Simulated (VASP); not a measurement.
# AlPt (P2_13) in VASP: further runs, part 2 of 2

VASP 6.6.1. Earlier steps stand in the parts before.

## Step 4: Relaxation of cell and atoms, LDA

The input, INCAR:

```
ALGO     = Normal         # electronic algorithm
EDIFF    = 1E-6           # SCF threshold, eV
EDIFFG   = -0.01          # ionic threshold
ENCUT    = 600            # plane-wave cutoff, eV
IBRION   = 2              # ionic algorithm
ISIF     = 3              # what is computed and relaxed
ISMEAR   = 1              # smearing method
KPAR     = 4            
LASPH    = True           # aspherical terms in the spheres
LCHARG   = False          # write CHGCAR
LREAL    = False          # projectors in reciprocal space
LWAVE    = False          # write WAVECAR
NELM     = 80             # most SCF steps
NSW      = 90             # ionic steps
PREC     = Accurate       # precision mode
SIGMA    = 0.1            # smearing width, eV
```

The input, KPOINTS:

```
k-points
0
Gamma
  8 8 8
```

The input, POSCAR:

```
AlPt
1.0
    4.8789320700      0.0000000000      0.0000000000
    0.0000000000      4.8789320700      0.0000000000
    0.0000000000      0.0000000000      4.8789320700
Al Pt
4 4
Direct
    0.8440321000      0.8440321000      0.8440321000
    0.6559679000      0.1559679000      0.3440321000
    0.3440321000      0.6559679000      0.1559679000
    0.1559679000      0.3440321000      0.6559679000
    0.1550630600      0.1550630600      0.1550630600
    0.3449369400      0.8449369400      0.6550630600
    0.6550630600      0.3449369400      0.8449369400
    0.8449369400      0.6550630600      0.3449369400
```

Potentials or basis: VASP PAW LDA potentials, release 64 (Al, Pt).

Command:

```
cat potpaw_LDA.64/Al/POTCAR potpaw_LDA.64/Pt/POTCAR > POTCAR
mpirun -np 4 vasp_std > vasp.out
```

OUTCAR:

```text
EDIFF = 1E-6
   EDIFFG = -0.01
   ENCUT = 600
   IBRION = 2
   ISIF = 3
   ISMEAR = 1
   LASPH = True
   LREAL = False
   NELM = 80
   NSW = 90
   PREC = Accurate

 ion  position               nearest neighbor table
   1  0.844  0.844  0.844-   6 2.60   7 2.60   8 2.60   6 2.61   7 2.61   8 2.61   5 2.63   3 3.02
                             4 3.02   2 3.02   2 3.02   4 3.02   3 3.02
   2  0.656  0.156  0.344-   5 2.60   7 2.60   8 2.60   7 2.61   8 2.61   5 2.61   6 2.63   1 3.02
                             1 3.02   3 3.02   3 3.02   4 3.02   4 3.02
   3  0.344  0.656  0.156-   5 2.60   6 2.60   8 2.60   8 2.61   6 2.61   5 2.61   7 2.63   1 3.02
                             4 3.02   2 3.02   2 3.02   4 3.02   1 3.02
   4  0.156  0.344  0.656-   5 2.60   6 2.60   7 2.60   6 2.61   5 2.61   7 2.61   8 2.63   1 3.02
                             3 3.02   2 3.02   1 3.02   2 3.02   3 3.02
   5  0.155  0.155  0.155-   2 2.60   3 2.60   4 2.60   2 2.61   3 2.61   4 2.61   1 2.63   6 3.02
                             7 3.02   8 3.02   6 3.02   8 3.02   7 3.02
   6  0.345  0.845  0.655-   1 2.60   3 2.60   4 2.60   3 2.61   4 2.61   1 2.61   2 2.63   8 3.02
                             5 3.02   5 3.02   7 3.02   7 3.02   8 3.02
   7  0.655  0.345  0.845-   1 2.60   2 2.60   4 2.60   4 2.61   2 2.61   1 2.61   3 2.63   8 3.02
                             5 3.02   8 3.02   6 3.02   6 3.02   5 3.02
   8  0.845  0.655  0.345-   1 2.60   2 2.60   3 2.60   2 2.61   1 2.61   3 2.61   4 2.63   7 3.02
                             5 3.02   7 3.02   5 3.02   6 3.02   6 3.02

  LATTYP: Found a simple cubic cell.
 ALAT       =     4.8789320700

  Lattice vectors:

 A1 = (   4.8789320700,   0.0000000000,   0.0000000000)
 A2 = (   0.0000000000,   4.8789320700,   0.0000000000)
 A3 = (   0.0000000000,   0.0000000000,   4.8789320700)

Analysis of symmetry for initial positions (statically):
=====================================================================
 Subroutine PRICEL returns:
 Original cell was already a primitive cell.

 Routine SETGRP: Setting up the symmetry group for a
 simple cubic supercell.

 Subroutine GETGRP returns: Found 12 space group operations
 (whereof  3 operations were pure point group operations)
 out of a pool of 48 trial point group operations.

The static configuration has the point symmetry C_3 .
 The point group associated with its full space group is T   .

Analysis of symmetry for dynamics (positions and initial velocities):
=====================================================================
 Subroutine PRICEL returns:
 Original cell was already a primitive cell.

 Routine SETGRP: Setting up the symmetry group for a
 simple cubic supercell.

 Subroutine GETGRP returns: Found 12 space group operations
 (whereof  3 operations were pure point group operations)
 out of a pool of 48 trial point group operations.

The dynamic configuration has the point symmetry C_3 .
 The point group associated with its full space group is T   .

 Subroutine INISYM returns: Found 12 space group operations
 (whereof  3 operations are pure point group operations),
 and found     1 'primitive' translations

----------------------------------------------------------------------------------------

                                     Primitive cell

  volume of cell :     116.1380

  direct lattice vectors                    reciprocal lattice vectors
[... 78 lines left out ...]
  0.250000  0.125000  0.125000     24.000000
  0.375000  0.125000  0.125000     24.000000
 [... further k-points ...]
   k-points           NKPTS =     45   k-points in BZ     NKDIM =     45   number of bands    NBANDS=     31
   number of dos      NEDOS =    301   number of ions     NIONS =      8
   total plane-waves  NPLWV =  64000
   dimension x,y,z NGX =    40 NGY =   40 NGZ =   40
   dimension x,y,z NGXF=    80 NGYF=   80 NGZF=   80
   ions per type =               4   4
   NGX,Y,Z   is equivalent  to a cutoff of  13.63, 13.63, 13.63 a.u.
   NGXF,Y,Z  is equivalent  to a cutoff of  27.26, 27.26, 27.26 a.u.
 SYSTEM =  unknown system
   PREC   = accura    normal or accurate (medium, high low for compatibility)
   ISTART =      0    job   : 0-new  1-cont  2-samecut
   ICHARG =      2    charge: 1-file 2-atom 10-const
   ISPIN  =      1    spin polarized calculation?
   LNONCOLLINEAR =      F non collinear calculations
   LSORBIT =      F    spin-orbit coupling
   LASPH  =      T    aspherical Exc in radial PAW
   ENCUT  =  600.0 eV  44.10 Ry    6.64 a.u.   9.74  9.74  9.74*2*pi/ulx,y,z
   NELM   =     80;   NELMIN=  2; NELMDL= -5     # of ELM steps
   EDIFF  = 0.1E-05   stopping-criterion for ELM
   LREAL  =      F    real-space projection
   EDIFFG = -.1E-01   stopping-criterion for IOM
   NSW    =     90    number of steps for IOM
   IBRION =      2    ionic relax: 0-MD 1-quasi-New 2-CG
   NFREE  =      1    steps in history (QN), initial steepest desc. (CG)
   ISIF   =      3    stress and relaxation
   ISYM   =      2    0-nonsym 1-usesym 2-fastsym
   POTIM  = 0.5000    time-step for ionic-motion
   TEBEG  =    0.0;   TEEND  =   0.0 temperature during run
   PSTRESS=    0.0 pullay stress
   NELECT =      52.0000    total number of electrons
   NUPDOWN=      -1.0000    fix difference up-down
   EMIN   =  10.00;   EMAX   =-10.00  energy-range for DOS
   EFERMI =   0.00;   METHOD = LEGACY
   ISMEAR =     1;   SIGMA  =   0.10  broadening in eV -4-tet -1-fermi 0-gaus
   EFERMI_NEDOS =   21; number of points for ismear=-14 and -15
   IALGO  =     38    algorithm
   IMIX   =      4    mixing-type and parameters
     AMIX     =   0.40;   BMIX     =  1.00
     AMIX_MAG =   1.60;   BMIX_MAG =  1.00
  volume/ion in A,a.u.               =      14.52        97.97
  Fermi-wavevector in a.u.,A,eV,Ry     =   1.252423  2.366737 21.341614  1.568564
  Thomas-Fermi vector in A             =   2.386324
   LORBIT       =      0    0 simple, 1 ext, 2 COOP (PROOUT), +10 PAW based schemes
   GGA     = CA    functional components
   LHFCALC =     F    Hartree Fock is set to
   AEXX    =    0.0000 exact exchange contribution
   IVDW    =     0    specifies the selected vdW correction
   LEPSILON=     F    determine dielectric tensor
   LRPA    =     F    only Hartree local field effects (RPA)
 conjugate gradient relaxation of ions
 non-spin polarized calculation
 Methfessel and Paxton  Order N= 1 SIGMA  =   0.10
  energy-cutoff  :      600.00
  volume of cell :      116.14
 maximum number of plane-waves:      3912
   NGX = 19   NGY = 19   NGZ = 19

--------------------------------------- Ionic step        1  -------------------------------------------

 number of electron      52.0000008 magnetization

 Free energy of the ion-electron system (eV)
  ---------------------------------------------------
  ext. energy  EPLUGINS =         0.00000000
  ---------------------------------------------------
  free energy    TOTEN  =       -55.33156295 eV

  energy without entropy =      -55.33088081  energy(sigma->0) =      -55.33133557

------------------------ aborting loop because EDIFF is reached ----------------------------------------

  FORCE on cell =-STRESS in cart. coord.  units (eV):
  Direction    XX          YY          ZZ          XY          YZ          ZX
  --------------------------------------------------------------------------------------
  -------------------------------------------------------------------------------------
  Total       -3.6271087     -3.6271087     -3.6271087      0.0000000     -0.0000000      0.0000000
  in kB      -50.0376419    -50.0376419    -50.0376419      0.0000000     -0.0000000      0.0000000
  external PRESSURE =     -50.0376419 kB  Pullay stress =       0.0000000 kB
[... 197 lines left out ...]
--------------------------------------- Ionic step        6  -------------------------------------------

 number of electron      52.0000003 magnetization

 Free energy of the ion-electron system (eV)
  ---------------------------------------------------
  ext. energy  EPLUGINS =         0.00000000
  ---------------------------------------------------
  free energy    TOTEN  =       -55.37793411 eV

  energy without entropy =      -55.37799146  energy(sigma->0) =      -55.37795323

 E-fermi :  10.6983     XC(G=0): -12.4735

 val. band max:       10.6959713781   @ k =   0.3750   0.3750   0.0000
 cond. band min:      10.7311156828   @ k =   0.5000   0.3750   0.3750
 fundamental gap:      0.0351443047
 Fermi energy:        10.6982786147

 k-point     1 :       0.0000    0.0000    0.0000
  band No.  band energies     occupation
      1      -0.6886      2.00000
      2       3.6485      2.00000
      3       3.6485      2.00000
      4       3.6485      2.00000
      5       5.1154      2.00000
      6       5.1154      2.00000
[... 805 lines left out ...]
     30      13.9975      0.00000
     31      14.2971      0.00000

 [... further k-points ...]
[... 5 lines left out ...]
  --------------------------------------------------------------------------------------
  -------------------------------------------------------------------------------------
  Total        0.0340209      0.0340209      0.0340209      0.0000000      0.0000000      0.0000000
  in kB        0.4812510      0.4812510      0.4812510      0.0000000      0.0000000      0.0000000
  external PRESSURE =       0.4812510 kB  Pullay stress =       0.0000000 kB
[... 23 lines left out ...]
  FREE ENERGIE OF THE ION-ELECTRON SYSTEM (eV)
  ---------------------------------------------------
  free  energy   TOTEN  =       -55.3779341132 eV

  energy  without entropy=      -55.3779914577  energy(sigma->0) =      -55.37795323

 reached required accuracy - stopping structural energy minimisation
```

It took 62 s on 4 MPI ranks of Intel Xeon 6975P-C (Granite Rapids), shared host; peak memory 0.32 GiB.

Results:

```yaml
Free_energy: -55.3779 eV
Relaxed_volume: 14.16 Å³/atom
Relaxed_cell: a = 4.838 Å, b = 4.838 Å, c = 4.838 Å, α = 90.00°, β = 90.00°, γ = 90.00°
Space_group_after_relaxing_to_0.05_Å: P2_13 (No. 198)
Energy_gained_by_relaxing: 5.8 meV/atom
Ionic_steps: 6
Pressure_after_relaxing: 0.0 GPa
Band_gap_on_the_k_mesh: none (metal or under the smearing width)
```

Forces in eV/Å, atoms in the order of the input:
```
Al   0.002  0.002  0.002
Al  -0.002 -0.002  0.002
Al   0.002 -0.002 -0.002
Al  -0.002  0.002 -0.002
Pt   0.000  0.000  0.000
Pt   0.000  0.000  0.000
Pt   0.000  0.000  0.000
Pt   0.000  0.000  0.000
```

Step by step:
| step | energy change (eV) | largest force (eV/Å) | pressure (GPa) | volume (Å³) |
| --- | --- | --- | --- | --- |
| 1 | 0.0000 | 0.0498 | -5.00 | 116.14 |
| 2 | 0.0895 | 0.0585 | 9.80 | 108.68 |
| 3 | -0.0457 | 0.0493 | -0.07 | 113.32 |
| 4 | -0.0457 | 0.0491 | 0.03 | 113.26 |
| 5 | -0.0460 | 0.0333 | 0.05 | 113.26 |
| 6 | -0.0464 | 0.0027 | 0.05 | 113.26 |

Final structure:
```
CELL_PARAMETERS angstrom
4.83832 0.00000 0.00000
0.00000 4.83832 0.00000
0.00000 0.00000 4.83832
ATOMIC_POSITIONS crystal
Al 0.84404 0.84404 0.84404
Al 0.65596 0.15596 0.34404
Al 0.34404 0.65596 0.15596
Al 0.15596 0.34404 0.65596
Pt 0.15418 0.15418 0.15418
Pt 0.34582 0.84582 0.65418
Pt 0.65418 0.34582 0.84582
Pt 0.84582 0.65418 0.34582
```

Spin-orbit coupling is left out, which matters for the levels of Pt.

## Step 5: Relaxation of cell and atoms, LDA

This run uses another cell than the first one, of 14.16 Å³/atom, 0.975 times its volume.

INCAR: that of step 4 with these lines changed.

```diff
@@ -1,4 +1,4 @@
 ALGO     = Normal         # electronic algorithm
-EDIFF    = 1E-6           # SCF threshold, eV
-EDIFFG   = -0.01          # ionic threshold
+EDIFF    = 1E-7           # SCF threshold, eV
+EDIFFG   = -0.005         # ionic threshold
 ENCUT    = 600            # plane-wave cutoff, eV
```

KPOINTS is that of step 4.

The input, POSCAR:

```
AlPt                                    
1.0
    4.8383236517     -0.0000000000     -0.0000000000
    0.0000000000      4.8383236517      0.0000000000
   -0.0000000000     -0.0000000000      4.8383236517
  Al              Pt            
     4     4
Direct
     0.8440418562956111    0.8440418562956111    0.8440418562956111
     0.6559581437043889    0.1559581437043889    0.3440418562956111
     0.3440418562956111    0.6559581437043889    0.1559581437043889
     0.1559581437043889    0.3440418562956111    0.6559581437043889
     0.1541817863060618    0.1541817863060618    0.1541817863060618
     0.3458182136939382    0.8458182136939383    0.6541817863060617
     0.6541817863060617    0.3458182136939382    0.8458182136939383
     0.8458182136939383    0.6541817863060617    0.3458182136939382
```

Command:

```
cat potpaw_LDA.64/Al/POTCAR potpaw_LDA.64/Pt/POTCAR > POTCAR
mpirun -np 4 vasp_std > vasp.out
```

It took 17 s on 4 MPI ranks of Intel Xeon 6975P-C (Granite Rapids), shared host; peak memory 0.3 GiB.

The run converged. Its results:

| Item | Value |
| --- | --- |
| Free energy | -55.3776 eV |
| Pressure after relaxing | 0.0 GPa |
| Band gap on the k mesh | none (metal or under the smearing width) |

Forces in eV/Å, atoms in the order of the input:
```
Al   0.002  0.002  0.002
Al  -0.002 -0.002  0.002
Al   0.002 -0.002 -0.002
Al  -0.002  0.002 -0.002
Pt  -0.001 -0.001 -0.001
Pt   0.001  0.001 -0.001
Pt  -0.001  0.001  0.001
Pt   0.001 -0.001  0.001
```

Final structure:
```
CELL_PARAMETERS angstrom
4.83832 0.00000 0.00000
0.00000 4.83832 0.00000
0.00000 0.00000 4.83832
ATOMIC_POSITIONS crystal
Al 0.84404 0.84404 0.84404
Al 0.65596 0.15596 0.34404
Al 0.34404 0.65596 0.15596
Al 0.15596 0.34404 0.65596
Pt 0.15418 0.15418 0.15418
Pt 0.34582 0.84582 0.65418
Pt 0.65418 0.34582 0.84582
Pt 0.84582 0.65418 0.34582
```

Levels at points of the mesh, in eV from the Fermi level:
```
           k point  band 24  band 25  band 26  band 27  band 28  band 29
(0.00, 0.00, 0.00)    -1.76    -0.18    -0.18    -0.18     4.30     4.30
(0.50, 0.00, 0.00)    -1.52    -0.68    -0.68     1.30     1.30     2.82
(0.50, 0.50, 0.00)    -2.23     0.38     0.38     1.36     1.36     2.89
(0.50, 0.50, 0.50)    -2.54    -0.79    -0.79    -0.79    -0.79     6.57
```

Caveat: the relaxation stopped at its first step, so nothing moved.
